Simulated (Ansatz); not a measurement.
# Zr2CF2 MXene monolayer in a perpendicular field

What dipole does a perpendicular field induce in the Zr2CF2 MXene monolayer? A positive field points along +c.

Method: plane-wave DFT, PBE-D3(BJ), Ansatz PAW, in Ansatz 0.2.0.

## Step 1: The structure

The cell holds 5 atoms: 2 F, 2 Zr and 1 C. Cell: a = 3.289 Å, b = 3.289 Å, c = 40.191 Å, α = 90.0°, β = 90.0°, γ = 120.0°. Vacuum lies along c.

## Step 2: Relaxation

The starting cell is a guess, so the in-plane lattice and the atoms are relaxed first, with the slab cut off from its images along the normal.

File input.yaml:

```yaml
crystal:
  lattice:
    - [3.289, 0.0, 0.0]
    - [-1.6445, 2.848357553, 0.0]
    - [0.0, 0.0, 40.1906824045]
  atoms:
    - { symbol: F, position: [0.3333333333, 0.6666666667, 0.4428887228] }
    - { symbol: Zr, position: [0.6666666667, 0.3333333333, 0.4677101334] }
    - { symbol: C, position: [0.0, 0.0, 0.5] }
    - { symbol: Zr, position: [0.3333333333, 0.6666666667, 0.5322898666] }
    - { symbol: F, position: [0.6666666667, 0.3333333333, 0.5571112772] }
  periodic: [true, true, false]
kpoints:
  mp_grid: { grid: [12, 12, 1] }
hamiltonian:
  xc: pbe
  dispersion: d3bj
scf:
  occupations: { method: fermi_dirac, width: 0.05 }
  convergence: { dr2_threshold: 1.0e-09 }
relax:
  f_tol: 0.004
  max_steps: 90
  cell: {}
output:
  write_potential: true
  write_density: true
  volumetric_format: npy
```

The run is started by

```bash
$ ansatz run input.yaml --threads 2 --pin off --max-ram 3072MiB --backend cpu --events-out ev --progress --plain --runs-dir out
```

Numbers of over 12 decimals in the logs are rounded to 6 here.

The log of the run:

```text
Warning: relax.cell: scf.convergence.dr2_threshold = 1e-9 eV is looser than the 2.34865266811e-10 eV advised for a relaxation that steers and ends on the stress (1e-10 eV for each atom of the cell: 5, times the square of relax.cell.stress_2d_tol = 0.05 N/m over 14.6 Å (the atoms' height at the walk's start and 5 Å past either face), 3.427e-2 GPa, over a crystal's default 0.05). What an SCF threshold leaves in a stress goes as its square root, and in the free energy as the threshold itself, and one threshold admits the most on a small cell: [figures from the program's tests cut] Set scf.convergence.dr2_threshold to 2.34865266811e-10 eV or tighter. [rest of the remark cut]
Engine: ansatz 0.2.0, x86_64-unknown-linux-gnu
Pseudopotentials: kind: paw
Pseudopotential: F, paw, valence charge 7, recommended cutoff 420 eV (normal), F.paw.azcp
Pseudopotential: Zr, paw, valence charge 12, recommended cutoff 420 eV (normal), Zr.paw.azcp
Pseudopotential: C, paw, valence charge 4, recommended cutoff 420 eV (normal), C.paw.azcp
Functional definition: PBE
  parameter kappa = 0.804
  parameter beta = 0.066725
  exchange = pbe_x(kappa = kappa, mu = beta*pi^2/3)
  correlation = pbe_c(beta = beta)
Crystal: 5 atoms, lattice volume = 376.516 Å³
Basis set: ecut = 420 eV, 7479 PW (Γ), exchange–correlation on 48×48×540 points (8 copies of the dense FFT grid, shifted against one another)
Bands: 26, of which v1, the nominal top of the filled ones, is band 21 counted from 1 (20 counted from 0)
Symmetry: 12 space group operations
Space group: P-3m1 (ITA 164), of the structure as read, at distance tolerance 7.2e-5 Å
k-points: 19 of 144
Non-local potential: F, projectors of the file, l = 0: 2, l = 1: 2, l = 2: 1
Non-local potential: Zr, projectors of the file, l = 0: 3, l = 1: 2, l = 2: 2, l = 3: 2
Non-local potential: C, projectors of the file, l = 0: 2, l = 1: 2, l = 2: 1
PAW form: soft (Blöchl's): semilocal exchange-correlation on the pseudo side does not see the compensation charge
PAW one-centre angular grid: F, 110 points (default); XC on 64 Gauss nodes
PAW one-centre angular grid: Zr, 590 points (default); XC on 64 Gauss nodes
PAW one-centre angular grid: C, 110 points (default); XC on 64 Gauss nodes
Initial density: superposition of atomic densities (neutral atoms: chi_scale 0, normalization atom), corrected by the library's trained network
Initial wavefunctions: pseudopotential atomic-orbital guess
Functional: x = pbe(κ = 0.804, μ = 0.219515), c = pbe(β = 0.066725)
SCF iter   1: F=—  HF=-10240.911794 eV  |F-HF|=—  |Δ(HF+E_count)|=         —  Δρ=2.94e-3  dr2=5.77e-2  ethr=1.77e-3  ⟨swp⟩=11.4  Hψ=3471  notcnv=0
preconditioner: auto → LDOS  [metal: Δε(μ)=0.102 eV  Ē_g=8.892 eV  σ=0.050 eV  W_gap=0.46  n_scr=24 (ndim 8)  ℏωp=9.0 eV  f_vac=0.810  D(μ)=1.17/eV (n_scr^D=8)  β→1.0]
SCF iter   2: F=—  HF=-10240.911618 eV  |F-HF|=—  |Δ(HF+E_count)|=   1.76e-4  Δρ=3.18e-3  dr2=3.30e-2  ethr=1.37e-4  ⟨swp⟩=5.1  Hψ=1461  notcnv=0  defer=4
SCF iter   3: F=—  HF=-10240.902169 eV  |F-HF|=—  |Δ(HF+E_count)|=   9.45e-3  Δρ=7.80e-4  dr2=1.98e-3  ethr=7.86e-5  ⟨swp⟩=3.7  Hψ=1117  notcnv=0  defer=5
SCF iter   4: F=—  HF=-10240.901691 eV  |F-HF|=—  |Δ(HF+E_count)|=   4.78e-4  Δρ=1.21e-4  dr2=1.22e-4  ethr=4.73e-6  ⟨swp⟩=3.5  Hψ=1045  notcnv=0  defer=4
SCF iter   5: F=—  HF=-10240.901688 eV  |F-HF|=—  |Δ(HF+E_count)|=   3.25e-6  Δρ=6.14e-5  dr2=1.75e-5  ethr=2.91e-7  ⟨swp⟩=3.4  Hψ=1127  notcnv=0  defer=4
SCF iter   6: F=—  HF=-10240.901563 eV  |F-HF|=—  |Δ(HF+E_count)|=   1.25e-4  Δρ=1.53e-5  dr2=5.54e-7  ethr=4.17e-8  ⟨swp⟩=3.1  Hψ=907  notcnv=0  defer=4
SCF iter   7: F=—  HF=-10240.901447 eV  |F-HF|=—  |Δ(HF+E_count)|=   1.16e-4  Δρ=4.62e-6  dr2=5.18e-8  ethr=1.32e-9  ⟨swp⟩=3.4  Hψ=1150  notcnv=0  defer=4
SCF iter   8: F=—  HF=-10240.901447 eV  |F-HF|=—  |Δ(HF+E_count)|=   2.32e-7  Δρ=7.51e-7  dr2=1.60e-9  ethr=1.23e-10  ⟨swp⟩=3.9  Hψ=1155  notcnv=0  defer=4
SCF iter   9: F=-10240.901447 eV  HF=-10240.901447 eV  |F-HF|=1.44e-9  |Δ(HF+E_count)|=   8.39e-9  Δρ=1.82e-7  dr2=8.90e-11  ethr=2.38e-12  ⟨swp⟩=12.1  Hψ=4008  notcnv=0
SCF 1 converged in 9 iterations: F = -10240.901447 eV  dr2 = 8.90e-11
  greatest PAW one-centre occupation: 0.996 electrons in one spin orbital (limit 2), on the Zr atom at site 3 (counted from 0), in its partial waves of l = 0
relax step   1: F+E_penalty+E_count = -10240.90144691 eV  Δ(F+E_penalty+E_count) = +0.000e0 eV  max|allowed force component| = 4.212e0 eV/Å  Δτ_max = 0.0000 Å  P = +8.929 N/m  Ω = 376.516 Å³  fix = [c, alpha, beta]  reactions: c +0.000 N/m  (9 SCF iters, accepted)
Crystal: 5 atoms, lattice volume = 373.685 Å³
Basis set: ecut = 420 eV, 7443 PW (Γ), exchange–correlation on 48×48×540 points (8 copies of the dense FFT grid, shifted against one another)
Initial density: handed on by an earlier stage of this run
Initial wavefunctions: those handed on with the density
iter 1 solved again at ethr=1.84e-3 eV; its pass at ethr=3.10e-3 eV (dr2=7.73e-1 eV) is discarded
SCF iter   1: F=—  HF=-10242.228753 eV  |F-HF|=—  |Δ(HF+E_count)|=         —  Δρ=1.10e-2  dr2=7.78e-1  ethr=1.84e-3  ⟨swp⟩=1.6  Hψ=4069  notcnv=0
preconditioner: auto → LDOS  [metal: Δε(μ)=0.089 eV  Ē_g=8.726 eV  σ=0.050 eV  W_gap=0.36  n_scr=24 (ndim 8)  ℏωp=9.0 eV  f_vac=0.816  D(μ)=1.30/eV (n_scr^D=10)  β→1.0]
SCF iter   2: F=—  HF=-10242.028924 eV  |F-HF|=—  |Δ(HF+E_count)|=   2.00e-1  Δρ=7.72e-3  dr2=2.79e-1  ethr=1.84e-3  ⟨swp⟩=5.5  Hψ=1602  notcnv=0  defer=3
SCF iter   3: F=—  HF=-10241.940859 eV  |F-HF|=—  |Δ(HF+E_count)|=   8.81e-2  Δρ=1.78e-3  dr2=1.42e-2  ethr=6.64e-4  ⟨swp⟩=3.7  Hψ=1149  notcnv=0  defer=6
SCF iter   4: F=—  HF=-10241.939255 eV  |F-HF|=—  |Δ(HF+E_count)|=   1.60e-3  Δρ=5.07e-4  dr2=7.80e-4  ethr=3.39e-5  ⟨swp⟩=2.9  Hψ=1032  notcnv=0  defer=6
SCF iter   5: F=—  HF=-10241.939466 eV  |F-HF|=—  |Δ(HF+E_count)|=   2.11e-4  Δρ=1.42e-4  dr2=5.86e-5  ethr=1.86e-6  ⟨swp⟩=3.5  Hψ=1148  notcnv=0  defer=6
SCF iter   6: F=—  HF=-10241.939503 eV  |F-HF|=—  |Δ(HF+E_count)|=   3.71e-5  Δρ=8.81e-5  dr2=1.72e-5  ethr=1.40e-7  ⟨swp⟩=3.5  Hψ=1135  notcnv=0  defer=6
SCF iter   7: F=—  HF=-10241.939504 eV  |F-HF|=—  |Δ(HF+E_count)|=   1.41e-6  Δρ=1.30e-5  dr2=4.08e-7  ethr=4.10e-8  ⟨swp⟩=3.1  Hψ=957  notcnv=0  defer=6
SCF iter   8: F=—  HF=-10241.939387 eV  |F-HF|=—  |Δ(HF+E_count)|=   1.17e-4  Δρ=2.83e-6  dr2=2.62e-8  ethr=9.72e-10  ⟨swp⟩=3.7  Hψ=1179  notcnv=0  defer=6
SCF iter   9: F=—  HF=-10241.939387 eV  |F-HF|=—  |Δ(HF+E_count)|=   8.14e-8  Δρ=9.53e-7  dr2=2.94e-9  ethr=6.24e-11  ⟨swp⟩=3.5  Hψ=1219  notcnv=0  defer=6
[...]
SCF iter   2: F=—  HF=-10242.020677 eV  |F-HF|=—  |Δ(HF+E_count)|=   3.25e-2  Δρ=4.90e-3  dr2=1.05e-1  ethr=6.67e-4  ⟨swp⟩=4.5  Hψ=1175  notcnv=0  defer=1
SCF iter   3: F=—  HF=-10241.998497 eV  |F-HF|=—  |Δ(HF+E_count)|=   2.22e-2  Δρ=1.43e-3  dr2=9.42e-3  ethr=2.51e-4  ⟨swp⟩=3.5  Hψ=1152  notcnv=0  defer=7
SCF iter   4: F=—  HF=-10241.996993 eV  |F-HF|=—  |Δ(HF+E_count)|=   1.50e-3  Δρ=2.77e-4  dr2=2.06e-4  ethr=2.24e-5  ⟨swp⟩=3.0  Hψ=969  notcnv=0  defer=7
SCF iter   5: F=—  HF=-10241.997137 eV  |F-HF|=—  |Δ(HF+E_count)|=   1.44e-4  Δρ=9.45e-5  dr2=2.16e-5  ethr=4.90e-7  ⟨swp⟩=3.9  Hψ=1221  notcnv=0  defer=7
SCF iter   6: F=—  HF=-10241.997284 eV  |F-HF|=—  |Δ(HF+E_count)|=   1.47e-4  Δρ=2.99e-5  dr2=2.64e-6  ethr=5.14e-8  ⟨swp⟩=3.1  Hψ=1037  notcnv=0  defer=7
SCF iter   7: F=—  HF=-10241.997170 eV  |F-HF|=—  |Δ(HF+E_count)|=   1.15e-4  Δρ=9.02e-6  dr2=1.77e-7  ethr=6.28e-9  ⟨swp⟩=3.7  Hψ=1208  notcnv=0  defer=7
SCF iter   8: F=—  HF=-10241.997170 eV  |F-HF|=—  |Δ(HF+E_count)|=   2.46e-7  Δρ=2.24e-6  dr2=1.05e-8  ethr=4.22e-10  ⟨swp⟩=3.0  Hψ=1049  notcnv=0  defer=7
SCF iter   9: F=—  HF=-10241.997170 eV  |F-HF|=—  |Δ(HF+E_count)|=   1.19e-7  Δρ=9.38e-7  dr2=2.76e-9  ethr=2.38e-12  ⟨swp⟩=13.6  Hψ=4648  notcnv=0
SCF iter  10: F=-10241.997170 eV  HF=-10241.997170 eV  |F-HF|=1.06e-8  |Δ(HF+E_count)|=   2.35e-8  Δρ=2.26e-7  dr2=1.26e-10  ethr=2.38e-12  ⟨swp⟩=12.0  Hψ=4003  notcnv=0
SCF 3 converged in 10 iterations: F = -10241.997170 eV  dr2 = 1.26e-10
relax step   3: F+E_penalty+E_count = -10241.99716991 eV  Δ(F+E_penalty+E_count) = -5.778e-2 eV  max|allowed force component| = 3.885e-1 eV/Å  Δτ_max = 0.1979 Å  P = +1.459 N/m  Ω = 361.724 Å³  energy of the carried Pulay correction = +6.771e-3 eV  fix = [c, alpha, beta]  reactions: c +0.000 N/m  (10 SCF iters, accepted)
[...]
relax step   4: F+E_penalty+E_count = -10242.07744183 eV  Δ(F+E_penalty+E_count) = -8.027e-2 eV  max|allowed force component| = 3.141e-1 eV/Å  Δτ_max = 0.1077 Å  P = +0.493 N/m  Ω = 372.301 Å³  energy of the carried Pulay correction = +1.902e-3 eV  fix = [c, alpha, beta]  reactions: c +0.000 N/m  (9 SCF iters, accepted)
[...]
relax step   5: F+E_penalty+E_count = -10242.07993618 eV  Δ(F+E_penalty+E_count) = -2.494e-3 eV  max|allowed force component| = 7.975e-2 eV/Å  Δτ_max = 0.0185 Å  P = -0.406 N/m  Ω = 376.163 Å³  energy of the carried Pulay correction = +1.586e-4 eV  fix = [c, alpha, beta]  reactions: c -0.000 N/m  (7 SCF iters, accepted)
[...]
relax step   6: F+E_penalty+E_count = -10242.08117217 eV  Δ(F+E_penalty+E_count) = -1.236e-3 eV  max|allowed force component| = 1.500e-3 eV/Å  Δτ_max = 0.0037 Å  P = -0.020 N/m  Ω = 374.890 Å³  energy of the carried Pulay correction = +7.312e-4 eV  fix = [c, alpha, beta]  reactions: c -0.000 N/m  (7 SCF iters, accepted)
Initial wavefunctions: pseudopotential atomic-orbital guess (no wavefunctions were taken with the density)
iter 1 solved again at ethr=2.40e-8 eV; its pass at ethr=3.10e-3 eV (dr2=1.01e-5 eV) is discarded
SCF iter   1: F=—  HF=-10242.080549 eV  |F-HF|=—  |Δ(HF+E_count)|=         —  Δρ=1.51e-5  dr2=1.28e-7  ethr=2.40e-8  ⟨swp⟩=7.8  Hψ=6002  notcnv=0
preconditioner: auto → LDOS  [metal: Δε(μ)=0.060 eV  Ē_g=8.297 eV  σ=0.050 eV  W_gap=0.28  n_scr=24 (ndim 8)  ℏωp=9.0 eV  f_vac=0.807  D(μ)=1.40/eV (n_scr^D=10)  β→1.0]
SCF iter   2: F=—  HF=-10242.080443 eV  |F-HF|=—  |Δ(HF+E_count)|=   1.06e-4  Δρ=8.83e-6  dr2=1.55e-7  ethr=3.06e-10  ⟨swp⟩=3.8  Hψ=1298  notcnv=0
SCF iter   3: F=—  HF=-10242.080443 eV  |F-HF|=—  |Δ(HF+E_count)|=   4.18e-8  Δρ=1.87e-6  dr2=7.07e-9  ethr=3.06e-10  ⟨swp⟩=2.7  Hψ=901  notcnv=0
SCF iter   4: F=-10242.080443 eV  HF=-10242.080443 eV  |F-HF|=7.00e-10  |Δ(HF+E_count)|=   9.33e-9  Δρ=2.69e-7  dr2=2.14e-10  ethr=2.38e-12  ⟨swp⟩=14.6  Hψ=5208  notcnv=0
SCF 7 converged in 4 iterations: F = -10242.080443 eV  dr2 = 2.14e-10
relax step   7: F+E_penalty+E_count = -10242.08044323 eV  Δ(F+E_penalty+E_count) = +7.289e-4 eV  max|allowed force component| = 1.376e-3 eV/Å  Δτ_max = 0.0000 Å  P = -0.015 N/m  Ω = 374.890 Å³  fix = [c, alpha, beta]  reactions: c -0.000 N/m  stress off target by 1.55e-2 N/m on what of the cell is left free  SCF on the basis re-selected at this cell (its energy is not comparable with the rows above)  (4 SCF iters)
basis re-selected at this cell: Δ(F+E_penalty+E_count) = +7.289e-4 eV, ΔP = +0.004 N/m vs the last step (what re-selecting the basis moved, of the pressure what is left beyond the Pulay correction that the steps carried, after the strain that the cell walked since its last selection, with what the two solves' SCF thresholds leave and, on support functions, any second-order correction that the steps lacked; it is no m [...]
WARN: The output density's exchange-correlation potential varies sharply where the density is thin. Do not read a vacuum level from v_tot or v_xc, or from such a field of the output density. On a cell that repeats whose density bears no net charge and no dipole along the vacuum's axis use v_es (v_loc + v_h of the components); under efield.dipole_correction with no amplitude use v_es + v_field, which holds any externa [...]
SCF converged after 4 iterations
Free energy (F): -10242.080443 eV
Harris-Foulkes:  -10242.080443 eV  (|F-HF|=7.00e-10)
Internal energy: -10242.068787 eV  (E = F + TS)
E sigma→0 (E₀):  -10242.074615 eV
Entropy (-TS):   -0.011656 eV (-2.331 meV/atom)
Fermi energy:    -3.985408 eV
--- Per-component energies (eV) ---
  E_band       = -928.061989
  E_kinetic    = 1173.698066
  E_local      = -138643.584070  (includes V_loc(G=0)·N_el)
  E_nonlocal   = 330.953206
  E_hartree    = 68579.629464
  E_xc         = -534.620685
  E_vxc        = -650.833401  (∫ρ·V_xc dr)
  E_paw        = -6406.928121  (= ΣΔE_a)
  E_vpaw       = -297.558587  (= ΣTr[D̂ρ^β])
  E_aug_tail   = 0.004133  (compensation charges beyond the density's cutoff)
  E_ewald      = 65259.783984
  E_disp       = -1.004764  (pairwise vdW)
  E_smearing   = -0.011656  (= −TS)
  E_closure    = -0.000000  (closes the sum)
  Σ components = -10242.080443   (vs F -10242.080443, Δ=0.00e0)
--- Forces (eV/Å), atoms counted from 1 ---
  atom   1  F      0.00000000     0.00000000    -0.00137567
  atom   2  Zr     0.00000000     0.00000000    -0.00110132
  atom   3  C     -0.00000000     0.00000000     0.00000000
  atom   4  Zr     0.00000000    -0.00000000     0.00110132
  atom   5  F      0.00000000    -0.00000000     0.00137567
  max |Σ_I F_I| component: 2.02e-18 eV/Å
--- 2D stress c σ (N/m, compression-positive) ---
       -0.015456      -0.000000       0.000000
        0.000000      -0.015456      -0.000000
        0.000000      -0.000000      -0.000000
  P = ½ c Tr σ = -0.0155 N/m
--- Band table (eV; the first three rows and the last of 19) ---
  k-point 0: bands = [... 17 lower, -8.2962, -7.0603, -7.0603, -3.8001, -3.8001, -3.5880, -2.0822, -1.7140, ... 1 higher]
  k-point 1: bands = [... 17 lower, -8.2260, -7.2507, -7.0758, -4.0598, -3.6516, -3.5187, -1.9349, -1.8126, ... 1 higher]
  k-point 2: bands = [... 17 lower, -8.0640, -7.6421, -7.0999, -4.6252, -3.2816, -3.2269, -1.9724, -1.8813, ... 1 higher]
  k-point 18: bands = [... 17 lower, -8.0975, -8.0975, -7.3798, -3.5632, -2.7429, -2.7429, -1.3788, -0.8829, ... 1 higher]
  the weakly bound empty levels are not read free of the cell's end (no_gap_told)
--- Relaxed structure (6 steps of the walk, 6 accepted, 1 SCFs on fresh bases) ---
  F+E_penalty+E_count = -10242.08044323 eV   max|allowed force component| = 1.376e-3 eV/Å   (the final SCF, on the basis selected at the relaxed cell)
  cell:  # Å, volume = 374.8905 Å³
    - [3.281891, 0, 0]
    - [-1.640946, 2.842201, 0]
    - [0, 0, 40.1906824045]
  atoms:
    - { symbol: F, position: [0.333333, 0.666667, 0.436103] }
    - { symbol: Zr, position: [0.666667, 0.333333, 0.469332] }
    - { symbol: C, position: [0, 0, 0.5] }
    - { symbol: Zr, position: [0.333333, 0.666667, 0.530668] }
    - { symbol: F, position: [0.666667, 0.333333, 0.563897] }
```

Elapsed: 58 s, on 2 threads of Intel Xeon Platinum 8375C at 2.90GHz (Ice Lake), shared host; peak memory 0.79 GiB; 1.9 min of CPU time.

Relaxation path:

| step | energy less that of the first step (eV) | largest force component (eV/Å) | volume (Å³) |
| --- | --- | --- | --- |
| 1 | 0.0000 | 4.2122 | 376.52 |
| 2 | -1.0379 | 1.8452 | 373.68 |
| 3 | -1.0957 | 0.3885 | 361.72 |
| 4 | -1.1760 | 0.3141 | 372.30 |
| 5 | -1.1785 | 0.0798 | 376.16 |
| 6 | -1.1797 | 0.0015 | 374.89 |
| 7* | -1.1790 | 0.0014 | 374.89 |

Relaxation steps marked * repeat the geometry before them on a plane-wave basis chosen anew for their cell, so energy and pressure can jump there.

Forces are held to the 12 operations that the run works with; a distortion that breaks them can't arise in this run.

| cell as run | before | after | change |
| --- | --- | --- | --- |
| a (Å) | 3.289 | 3.282 | -0.2 % |
| b (Å) | 3.289 | 3.282 | -0.2 % |

The atoms that moved most (Å, along periodic axes as changes of fractional coordinates times the final cell, across vacuum about the mean position):

| atom | dx | dy | dz | length |
| --- | --- | --- | --- | --- |
| F5 | 0.000 | 0.000 | 0.273 | 0.273 |
| F1 | 0.000 | 0.000 | -0.273 | 0.273 |
| Zr2 | 0.000 | 0.000 | 0.065 | 0.065 |
| Zr4 | 0.000 | 0.000 | -0.065 | 0.065 |

The relaxed structure:

```xyz
5
Lattice="3.2819 0.0000 0.0000 -1.6409 2.8422 0.0000 0.0000 0.0000 40.1907" Properties=species:S:1:pos:R:3
F     0.0000    1.8948   17.5273
Zr    1.6409    0.9474   18.8628
C     0.0000    0.0000   20.0953
Zr    0.0000    1.8948   21.3279
F     1.6409    0.9474   22.6634
```

This step gave:

```
energy at zero smearing : -10242.0746 eV
```

The lattice constant a goes from 3.289 to 3.282 Å.

(Part 1 of 2 ends here.)

[Logs are printed without paths, hosts, clocks, repeated set-up lines and the standing remarks that a program may print on its own settings, such as how far it seeks lower states.]

[Hosts, paths, dates, database ids (printed as entryN), source tags and the programs' standing remarks are cut or masked in the printed files.]

[Maps of the electrostatic potential energy from Ansatz leave out the sawtooth potential of an applied field or a dipole correction, so their vacuum need not be flat; planar profiles and work functions include it.]
